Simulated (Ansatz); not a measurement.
The system is NaF (Villiaumite).

```xyz
2
Lattice="0.0000 2.3200 2.3200 2.3200 0.0000 2.3200 2.3200 2.3200 0.0000" Properties=species:S:1:pos:R:3 pbc="T T T"
Na    0.0000    0.0000    0.0000
F     2.3200    2.3200    2.3200
```

Program: Ansatz 0.2.0. Alike in all runs: task projected density of states; potentials or basis Ansatz PAW; no spin polarisation; cell as given; k mesh 6 × 6 × 6; smearing fermi-dirac 0.05 eV.

Question: Order these runs on this cell by their pressure, lowest first.
A. level RPBE; cutoff (eV) 420
B. level PBE; cutoff (eV) 420
C. level r2SCAN; cutoff (eV) 500
D. level LDA; cutoff (eV) 420

Answer: D (-4.5 GPa), C (-1.5 GPa), B (1.9 GPa), A (5.5 GPa).

Caveats: the density of states is complete only up to the lowest level of the last band computed; the PAW data sets come from PBE, with cores solved anew for the run's functional, which leaves a small shift of forces and pressure (some runs); the potentials were made for another functional, which shifts forces and pressure (some runs).

Not every run made on this cell is shown here.
